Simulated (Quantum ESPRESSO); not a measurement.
# Pb: phonons with LDA

Crystal: Pb.

```
CELL_PARAMETERS angstrom
0.00000 2.47502 2.47502
2.47502 0.00000 2.47502
2.47502 2.47502 0.00000
ATOMIC_POSITIONS crystal
Pb 0.00000 0.00000 0.00000
```

* Program: Quantum ESPRESSO 7.5
* Task: phonons
* Functional: LDA
* Potentials or basis: GBRV 1.5 LDA
* Cutoff: 612 eV
* Density cutoff: 4898 eV
* k mesh: 9 × 9 × 9
* Occupations: gaussian, width 0.2 eV
* Spin: no spin polarisation
* Form of the LDA correlation: PZ81
* Mixing beta: 0.5
* Most SCF iterations: 120
* SCF threshold: 2e-10 Ry

| Property | Result |
| --- | --- |
| Relaxed volume | 28.85 Å³/atom |
| Relaxed cell | a = 3.443 Å, b = 3.443 Å, c = 3.443 Å, α = 60.00°, β = 60.00°, γ = 60.00° |
| Space group after relaxing (to 0.05 Å) | Fm-3m (No. 225) |
| Pressure after relaxing | 0.0 GPa |
| Band gap on the k mesh | none (metal or under the smearing width) |
| Highest phonon frequency at the q point run | 67 cm⁻¹ |

Step by step:
| step | energy change (eV) | largest force (eV/Å) | pressure (GPa) | volume (Å³) |
| --- | --- | --- | --- | --- |
| 1 | 0.0000 | 0.0000 | -2.38 | 30.32 |
| 2 | -0.0049 | 0.0000 | -1.86 | 29.96 |
| 3 | -0.0097 | 0.0000 | -0.99 | 29.41 |
| 4 | -0.0115 | 0.0000 | 0.08 | 28.81 |
| 5 | -0.0115 | 0.0000 | 0.00 | 28.85 |

Final structure:
```
Pb
1.0
     0.00000    2.43440    2.43440
     2.43440    0.00000    2.43440
     2.43440    2.43440    0.00000
Pb
1
Direct
  0.00000 0.00000 0.00000
```

Levels at points of the mesh, in eV from the Fermi level:
| k point | band 4 | band 5 | band 6 | band 7 | band 8 | band 9 | band 10 | band 11 |
| --- | --- | --- | --- | --- | --- | --- | --- | --- |
| (0.00, 0.00, 0.00) | -16.69 | -16.69 | -12.00 | 7.24 | 7.87 | 7.87 | 7.87 | 10.07 |

Phonon frequencies in cm⁻¹ (negative: imaginary):
```
              q point  frequencies
(0.625, 0.250, 0.625)     45 47 67
```

Phonon modes at q = (0.625, 0.250, 0.625) in reciprocal lattice units:
```csv
mode,symmetry,cm⁻¹
1,B_1,45
2,A_1,47
3,B_2,67
```

Run time: 7.1 min on 1 thread of Arm Neoverse V1, with other jobs on the host, peak memory 0.11 GiB.

Caveat: the q point doesn't lie on the k mesh, which can shift a metal's frequencies strongly unless the mesh is converged. The run has no spin-orbit coupling, so splittings on Pb are missing.
